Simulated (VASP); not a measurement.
# Ir (Fm-3m) in VASP: a series of runs

Runs on Ir. Level: PBE. Tasks: relaxation of cell and atoms, electrostatic potential.

Program: VASP 6.6.1. These are calculated values, not measurements. Logs are shortened: lines on timing, memory, paths and dates and some standing lists are left out, and cuts for length are marked.

**1. The crystal as given**

Symmetry: Fm-3m, No. 225, cubic system. The conventional cell has a = 3.830 Å, b = 3.830 Å, c = 3.830 Å, α = 90.00°, β = 90.00°, γ = 90.00°. Around Ir (site symmetry m-3m) lie 12 Ir at 2.71 Å.

The cell was built by a generator and needn't be a form met in nature.

**2. Relaxation of cell and atoms, PBE**

INCAR reads:

```
SYSTEM = Ir
ALGO = Normal
EDIFF = 1E-6
EDIFFG = -0.005
ENCUT = 700
GGA = PE
IBRION = 2
ISIF = 3
ISMEAR = 1
LASPH = .TRUE.
LCHARG = .FALSE.
LREAL = .FALSE.
LWAVE = .FALSE.
NELM = 120
NSW = 40
PREC = Accurate
SIGMA = 0.1
```

KPOINTS reads:

```
k-points
0
G
  18 18 18
  0 0 0
```

POSCAR reads:

```
Ir
1.0
    0.0000000000      1.9150000000      1.9150000000
    1.9150000000      0.0000000000      1.9150000000
    1.9150000000      1.9150000000      0.0000000000
Ir
1
Direct
    0.0000000000      0.0000000000      0.0000000000
```

Potentials or basis: VASP PAW PBE potentials, release 64 (Ir).

The run is started by

```sh
> cat potpaw_PBE.64/Ir/POTCAR > POTCAR
> mpirun -np 1 vasp_std > vasp.out
```

OUTCAR:

```text
SYSTEM = Ir
   EDIFF = 1E-6
   EDIFFG = -0.005
   ENCUT = 700
   GGA = PE
   IBRION = 2
   ISIF = 3
   ISMEAR = 1
   LASPH = .TRUE.
   LREAL = .FALSE.
   NELM = 120
   NSW = 40
   PREC = Accurate

 ion  position               nearest neighbor table
   1  0.000  0.000  0.000-

  LATTYP: Found a face centered cubic cell.
 ALAT       =     3.8300000000

  Lattice vectors:

 A1 = (   0.0000000000,   1.9150000000,   1.9150000000)
 A2 = (   1.9150000000,   0.0000000000,   1.9150000000)
 A3 = (   1.9150000000,   1.9150000000,   0.0000000000)

Analysis of symmetry for initial positions (statically):
=====================================================================
 Subroutine PRICEL returns:
 Original cell was already a primitive cell.

 Routine SETGRP: Setting up the symmetry group for a
 face centered cubic supercell.

 Subroutine GETGRP returns: Found 48 space group operations
 (whereof 48 operations were pure point group operations)
 out of a pool of 48 trial point group operations.

The static configuration has the point symmetry O_h .

Analysis of symmetry for dynamics (positions and initial velocities):
=====================================================================
 Subroutine PRICEL returns:
 Original cell was already a primitive cell.

 Routine SETGRP: Setting up the symmetry group for a
 face centered cubic supercell.

 Subroutine GETGRP returns: Found 48 space group operations
 (whereof 48 operations were pure point group operations)
 out of a pool of 48 trial point group operations.

The dynamic configuration has the point symmetry O_h .

 Subroutine INISYM returns: Found 48 space group operations
 (whereof 48 operations are pure point group operations),
 and found     1 'primitive' translations

----------------------------------------------------------------------------------------

                                     Primitive cell

  volume of cell :      14.0455

  direct lattice vectors                    reciprocal lattice vectors
     0.000000000  1.915000000  1.915000000    -0.261096606  0.261096606  0.261096606
     1.915000000  0.000000000  1.915000000     0.261096606 -0.261096606  0.261096606
     1.915000000  1.915000000  0.000000000     0.261096606  0.261096606 -0.261096606

  length of vectors
     2.708218972  2.708218972  2.708218972     0.452232587  0.452232587  0.452232587

  position of ions in fractional coordinates (direct lattice)
     0.000000000  0.000000000  0.000000000

  ion indices of the primitive-cell ions
   primitive index   ion index
                 1           1

----------------------------------------------------------------------------------------

 KPOINTS: k-points

Automatic generation of k-mesh.
 Grid dimensions read from file:
 generate k-points for:   18   18   18

 Generating k-lattice:

  Cartesian coordinates                     Fractional coordinates (reciprocal lattice)
    -0.014505367  0.014505367  0.014505367     0.055555556  0.000000000  0.000000000
     0.014505367 -0.014505367  0.014505367     0.000000000  0.055555556  0.000000000
     0.014505367  0.014505367 -0.014505367     0.000000000  0.000000000  0.055555556

  Length of vectors
     0.025124033  0.025124033  0.025124033

  Shift w.r.t. Gamma in fractional coordinates (k-lattice)
     0.000000000  0.000000000  0.000000000

 Subroutine IBZKPT returns following result:
 ===========================================

 Found    195 irreducible k-points:

 Following reciprocal coordinates:
            Coordinates               Weight
  0.000000  0.000000  0.000000      1.000000
  0.055556  0.000000  0.000000      8.000000
  0.111111  0.000000  0.000000      8.000000
  0.166667  0.000000  0.000000      8.000000
  0.222222  0.000000  0.000000      8.000000
  0.277778  0.000000  0.000000      8.000000
[... 16 lines left out ...]
 -0.277778  0.055556  0.000000     24.000000
 -0.222222  0.055556  0.000000     24.000000
 [... further k-points ...]
   k-points           NKPTS =    195   k-points in BZ     NKDIM =    195   number of bands    NBANDS=      8
   number of dos      NEDOS =    301   number of ions     NIONS =      1
   total plane-waves  NPLWV =  13824
   dimension x,y,z NGX =    24 NGY =   24 NGZ =   24
   dimension x,y,z NGXF=    48 NGYF=   48 NGZF=   48
   ions per type =               1
   NGX,Y,Z   is equivalent  to a cutoff of  14.73, 14.73, 14.73 a.u.
   NGXF,Y,Z  is equivalent  to a cutoff of  29.47, 29.47, 29.47 a.u.
 SYSTEM =  Ir
   PREC   = accura    normal or accurate (medium, high low for compatibility)
   ISTART =      0    job   : 0-new  1-cont  2-samecut
   ICHARG =      2    charge: 1-file 2-atom 10-const
   ISPIN  =      1    spin polarized calculation?
   LNONCOLLINEAR =      F non collinear calculations
   LSORBIT =      F    spin-orbit coupling
   LASPH  =      T    aspherical Exc in radial PAW
   ENCUT  =  700.0 eV  51.45 Ry    7.17 a.u.   5.84  5.84  5.84*2*pi/ulx,y,z
   NELM   =    120;   NELMIN=  2; NELMDL= -5     # of ELM steps
   EDIFF  = 0.1E-05   stopping-criterion for ELM
   LREAL  =      F    real-space projection
   EDIFFG = -.5E-02   stopping-criterion for IOM
   NSW    =     40    number of steps for IOM
   IBRION =      2    ionic relax: 0-MD 1-quasi-New 2-CG
   NFREE  =      1    steps in history (QN), initial steepest desc. (CG)
   ISIF   =      3    stress and relaxation
   ISYM   =      2    0-nonsym 1-usesym 2-fastsym
   POTIM  = 0.5000    time-step for ionic-motion
   TEBEG  =    0.0;   TEEND  =   0.0 temperature during run
   PSTRESS=    0.0 pullay stress
   NELECT =       9.0000    total number of electrons
   NUPDOWN=      -1.0000    fix difference up-down
   EMIN   =  10.00;   EMAX   =-10.00  energy-range for DOS
   EFERMI =   0.00;   METHOD = LEGACY
   ISMEAR =     1;   SIGMA  =   0.10  broadening in eV -4-tet -1-fermi 0-gaus
   EFERMI_NEDOS =   21; number of points for ismear=-14 and -15
   IALGO  =     38    algorithm
   IMIX   =      4    mixing-type and parameters
     AMIX     =   0.40;   BMIX     =  1.00
     AMIX_MAG =   1.60;   BMIX_MAG =  1.00
  volume/ion in A,a.u.               =      14.05        94.78
  Fermi-wavevector in a.u.,A,eV,Ry     =   1.411379  2.667119 27.102667  1.991990
  Thomas-Fermi vector in A             =   2.533236
   LORBIT       =      0    0 simple, 1 ext, 2 COOP (PROOUT), +10 PAW based schemes
   GGA     = PE    functional components
   LHFCALC =     F    Hartree Fock is set to
   AEXX    =    0.0000 exact exchange contribution
   IVDW    =     0    specifies the selected vdW correction
   LEPSILON=     F    determine dielectric tensor
   LRPA    =     F    only Hartree local field effects (RPA)
 conjugate gradient relaxation of ions
 non-spin polarized calculation
 Methfessel and Paxton  Order N= 1 SIGMA  =   0.10
  energy-cutoff  :      700.00
  volume of cell :       14.05
 maximum number of plane-waves:       609
   NGX = 11   NGY = 11   NGZ = 11

--------------------------------------- Ionic step        1  -------------------------------------------

 number of electron       9.0000000 magnetization

 Free energy of the ion-electron system (eV)
  ---------------------------------------------------
  ext. energy  EPLUGINS =         0.00000000
  ---------------------------------------------------
  free energy    TOTEN  =        -8.83336726 eV

  energy without entropy =       -8.83343232  energy(sigma->0) =       -8.83338894

------------------------ aborting loop because EDIFF is reached ----------------------------------------

  FORCE on cell =-STRESS in cart. coord.  units (eV):
  Direction    XX          YY          ZZ          XY          YZ          ZX
  --------------------------------------------------------------------------------------
  -------------------------------------------------------------------------------------
  Total        1.1036604      1.1036604      1.1036604      0.0000000      0.0000000      0.0000000
  in kB      125.8953604    125.8953604    125.8953604      0.0000000      0.0000000      0.0000000
  external PRESSURE =     125.8953604 kB  Pullay stress =       0.0000000 kB
[... 86 lines left out ...]
  FREE ENERGIE OF THE ION-ELECTRON SYSTEM (eV)
  ---------------------------------------------------
  free  energy   TOTEN  =        -8.8511794838 eV

  energy  without entropy=       -8.8512313569  energy(sigma->0) =       -8.85119677

[... ionic steps 4 to 13 ...]

--------------------------------------- Ionic step       14  -------------------------------------------

 number of electron       9.0000000 magnetization

------------------------ aborting loop because EDIFF is reached ----------------------------------------

  FORCE on cell =-STRESS in cart. coord.  units (eV):
  Direction    XX          YY          ZZ          XY          YZ          ZX
  --------------------------------------------------------------------------------------
  -------------------------------------------------------------------------------------
  Total        0.0110915      0.0110915      0.0110915     -0.0000000      0.0000000     -0.0000000
  in kB        1.2244313      1.2244313      1.2244313     -0.0000000      0.0000000     -0.0000000
  external PRESSURE =       1.2244313 kB  Pullay stress =       0.0000000 kB
[... 20 lines left out ...]
  energy  without entropy=       -8.8512909528  energy(sigma->0) =       -8.85125508

--------------------------------------- Ionic step       15  -------------------------------------------

 number of electron       9.0000000 magnetization

 E-fermi :  10.0017     XC(G=0): -13.8355

 val. band max:        9.9997927608   @ k =   0.3333   0.1111   0.0556
 cond. band min:      10.0311794185   @ k =   0.3333   0.1111   0.0000
 fundamental gap:      0.0313866577
 Fermi energy:        10.0016706308

 k-point     1 :       0.0000    0.0000    0.0000
  band No.  band energies     occupation
      1      -0.8787      2.00000
      2       6.2291      2.00000
      3       6.2291      2.00000
      4       6.2291      2.00000
      5       8.8095      2.00000
      6       8.8095      2.00000
      7      24.3397      0.00000
      8      29.7735      0.00000
[... 285 lines left out ...]
  energy  without entropy=       -8.8512916002  energy(sigma->0) =       -8.85125581

--------------------------------------- Ionic step       16  -------------------------------------------

 number of electron       9.0000000 magnetization

 Free energy of the ion-electron system (eV)
  ---------------------------------------------------
  ext. energy  EPLUGINS =         0.00000000
  ---------------------------------------------------
  free energy    TOTEN  =        -8.85123786 eV

  energy without entropy =       -8.85129138  energy(sigma->0) =       -8.85125570

 E-fermi :   9.9980     XC(G=0): -13.8341

 val. band max:        9.9961498488   @ k =   0.3333   0.1111   0.0556
 cond. band min:      10.0275295098   @ k =   0.3333   0.1111   0.0000
 fundamental gap:      0.0313796611
 Fermi energy:         9.9980484054

 k-point     1 :       0.0000    0.0000    0.0000
  band No.  band energies     occupation
      1      -0.8801      2.00000
      2       6.2267      2.00000
      3       6.2267      2.00000
      4       6.2267      2.00000
      5       8.8063      2.00000
      6       8.8063      2.00000
      7      24.3361      0.00000
      8      29.7685      0.00000
[... 281 lines left out ...]
  FREE ENERGIE OF THE ION-ELECTRON SYSTEM (eV)
  ---------------------------------------------------
  free  energy   TOTEN  =        -8.8512378579 eV

  energy  without entropy=       -8.8512913827  energy(sigma->0) =       -8.85125570

 reached required accuracy - stopping structural energy minimisation
```

Wall time 44 s (1 thread of Intel Xeon 6975P-C (Granite Rapids), shared host); peak memory 0.18 GiB.

What came out:

```
Free energy                            : -8.8512 eV
Relaxed volume                         : 14.52 Å³/atom
Relaxed cell                           : a = 2.738 Å, b = 2.738 Å, c = 2.738 Å, α = 60.00°, β = 60.00°, γ = 60.00°
Space group after relaxing (to 0.05 Å) : Fm-3m (No. 225)
Energy gained by relaxing              : 17.9 meV/atom
Ionic steps                            : 16
Pressure after relaxing                : 0.0 GPa
Band gap on the k mesh                 : none (metal or under the smearing width)
```

Step by step:
| step | energy change (eV) | largest force (eV/Å) | pressure (GPa) | volume (Å³) |
| --- | --- | --- | --- | --- |
| 1 | 0.0000 | 0.0000 | 12.59 | 14.05 |
| 2 | 0.1912 | 0.0000 | -31.11 | 16.41 |
| 3 | -0.0178 | 0.0000 | -0.63 | 14.54 |
| 4 | -0.0179 | 0.0000 | -0.07 | 14.52 |
| 5 | -0.0179 | 0.0000 | 0.17 | 14.51 |
| 6 | -0.0179 | 0.0000 | 0.18 | 14.51 |
| 7 | -0.0179 | 0.0000 | 0.17 | 14.51 |
| 8 | -0.0179 | 0.0000 | 0.14 | 14.51 |
| 9 | -0.0179 | 0.0000 | 0.14 | 14.51 |
| 10 | -0.0179 | 0.0000 | 0.14 | 14.51 |
| 11 | -0.0179 | 0.0000 | 0.14 | 14.51 |
| 12 | -0.0179 | 0.0000 | 0.14 | 14.51 |
| 13 | -0.0179 | 0.0000 | 0.13 | 14.51 |
| 14 | -0.0179 | 0.0000 | 0.12 | 14.51 |
| 15 | -0.0179 | 0.0000 | 0.10 | 14.52 |
| 16 | -0.0179 | 0.0000 | -0.02 | 14.52 |

Final structure:
```xyz
1
Lattice="0.0000 1.9363 1.9363 1.9363 0.0000 1.9363 1.9363 1.9363 0.0000" Properties=species:S:1:pos:R:3 pbc="T T T"
Ir    1.9363    1.9363    0.0000
```

Spin-orbit coupling is left out, which matters for the levels of Ir.

**3. Electrostatic potential, PBE**

This run uses another cell than the first one, of 14.52 Å³/atom, 1.034 times its volume.

INCAR reads:

```
  PREC = Accurate
  ENCUT = 700
  EDIFF = 1E-6
  ISMEAR = 1
  SIGMA = 0.1
  LREAL = False
  LASPH = True
  NELM = 60
  ALGO = Normal
  ISIF = 2
  LWAVE = False
  LCHARG = True
  GGA = PE
  LVHAR = True
```

KPOINTS reads:

```
Automatic mesh
0
Gamma
  18 18 18
```

POSCAR reads:

```
Ir                                      
1.0
   -0.0000000000      1.9362568314      1.9362568314
    1.9362568314     -0.0000000000      1.9362568314
    1.9362568314      1.9362568314     -0.0000000000
  Ir            
     1
Direct
     0.0000000000000000    0.0000000000000000    1.0000000000000000
```

Potentials or basis: VASP PAW PBE potentials, release 64 (Ir).

The run is started by

```sh
> cat potpaw_PBE.64/Ir/POTCAR > POTCAR
> mpirun -np 1 vasp_std > vasp.out
```

OUTCAR:

```text
PREC = Accurate
   ENCUT = 700
   EDIFF = 1E-6
   ISMEAR = 1
   LREAL = False
   LASPH = True
   NELM = 60
   ISIF = 2
   GGA = PE

 ion  position               nearest neighbor table
   1  0.000  0.000  0.000-

  LATTYP: Found a face centered cubic cell.
 ALAT       =     3.8725136628

  Lattice vectors:

 A1 = (   0.0000000000,   1.9362568314,   1.9362568314)
 A2 = (   1.9362568314,   0.0000000000,   1.9362568314)
 A3 = (   1.9362568314,   1.9362568314,   0.0000000000)

[... 442 lines left out ...]
      8      26.7832      0.00000

 [... further k-points ...]

------------------------ aborting loop because EDIFF is reached ----------------------------------------

  FORCE on cell =-STRESS in cart. coord.  units (eV):
  Direction    XX          YY          ZZ          XY          YZ          ZX
  --------------------------------------------------------------------------------------
  -------------------------------------------------------------------------------------
  Total       -0.0018829     -0.0018829     -0.0018829     -0.0000000      0.0000000      0.0000000
  in kB       -0.2077918     -0.2077918     -0.2077918     -0.0000000      0.0000000      0.0000000
  external PRESSURE =      -0.2077918 kB  Pullay stress =       0.0000000 kB

 VOLUME and BASIS-vectors are now :
 -----------------------------------------------------------------------------
  energy-cutoff  :      700.00
  volume of cell :       14.52
      direct lattice vectors                 reciprocal lattice vectors
     0.000000000  1.936256831  1.936256831    -0.258230206  0.258230206  0.258230206
     1.936256831  0.000000000  1.936256831     0.258230206 -0.258230206  0.258230206
     1.936256831  1.936256831  0.000000000     0.258230206  0.258230206 -0.258230206

 POSITION                                       TOTAL-FORCE (eV/Angst)
 -----------------------------------------------------------------------------------
      0.00000      0.00000      0.00000        -0.000000     -0.000000      0.000000
 -----------------------------------------------------------------------------------
    total drift:                                0.000000      0.000000     -0.000000

  FREE ENERGIE OF THE ION-ELECTRON SYSTEM (eV)
  ---------------------------------------------------
  free  energy   TOTEN  =        -8.8513280878 eV

  energy  without entropy=       -8.8513816356  energy(sigma->0) =       -8.85134594
```

OSZICAR:

```text
N       E                     dE             d eps       ncg     rms          rms(c)
DAV:   1     0.524769050207E+02    0.52477E+02   -0.54426E+03  3128   0.132E+03
DAV:   2    -0.858955816638E+01   -0.61066E+02   -0.59560E+02  3120   0.226E+02
DAV:   3    -0.941339700105E+01   -0.82384E+00   -0.82374E+00  4608   0.356E+01
DAV:   4    -0.941744229665E+01   -0.40453E-02   -0.40450E-02  3808   0.176E+00
DAV:   5    -0.941748108145E+01   -0.38785E-04   -0.38785E-04  4848   0.117E-01    0.142E+01
DAV:   6    -0.893993413433E+01    0.47755E+00   -0.10397E+00  3624   0.143E+01    0.573E+00
DAV:   7    -0.885737752853E+01    0.82557E-01   -0.30418E-01  4120   0.720E+00    0.148E+00
DAV:   8    -0.885319737929E+01    0.41801E-02   -0.12482E-03  3408   0.512E-01    0.784E-01
DAV:   9    -0.885132135949E+01    0.18760E-02   -0.14182E-03  4008   0.633E-01    0.240E-02
DAV:  10    -0.885132805100E+01   -0.66915E-05   -0.37009E-06  4176   0.202E-02    0.160E-02
DAV:  11    -0.885132808785E+01   -0.36843E-07   -0.32213E-07  2672   0.835E-03
   1 F= -.88513281E+01 E0= -.88513459E+01  d E =0.535478E-04
```

stdout:

```text
POSCAR found type information on POSCAR Ir
 POSCAR found :  1 types and       1 ions
 scaLAPACK will be used
 LDA part: xc-table for (Slater+PW92), standard interpolation
 POSCAR, INCAR and KPOINTS ok, starting setup
 FFT: planning ... GRIDC
 FFT: planning ... GRID_SOFT
 FFT: planning ... GRID
 WAVECAR not read
 entering main loop
```

Run time: 8.2 s. Hardware: 1 thread of Intel Xeon 6975P-C (Granite Rapids), shared host; peak memory 0.17 GiB.

Results:

* Free energy: -8.8513 eV
* Pressure: 0.0 GPa
* Band gap on the k mesh: none (metal or under the smearing width)

Levels at points of the mesh, in eV from the Fermi level:
| k point | band 1 | band 2 | band 3 | band 4 | band 5 | band 6 | band 7 | band 8 |
| --- | --- | --- | --- | --- | --- | --- | --- | --- |
| (0.00, 0.00, 0.00) | -10.88 | -3.77 | -3.77 | -3.77 | -1.19 | -1.19 | 14.34 | 19.77 |
| (0.50, 0.00, 0.00) | -7.87 | -3.87 | -3.87 | -0.73 | 0.81 | 0.81 | 6.97 | 13.87 |
| (0.50, 0.50, 0.00) | -7.65 | -7.10 | 0.78 | 1.37 | 1.37 | 1.67 | 10.12 | 11.55 |

Spin-orbit coupling is left out, which matters for the levels of Ir.
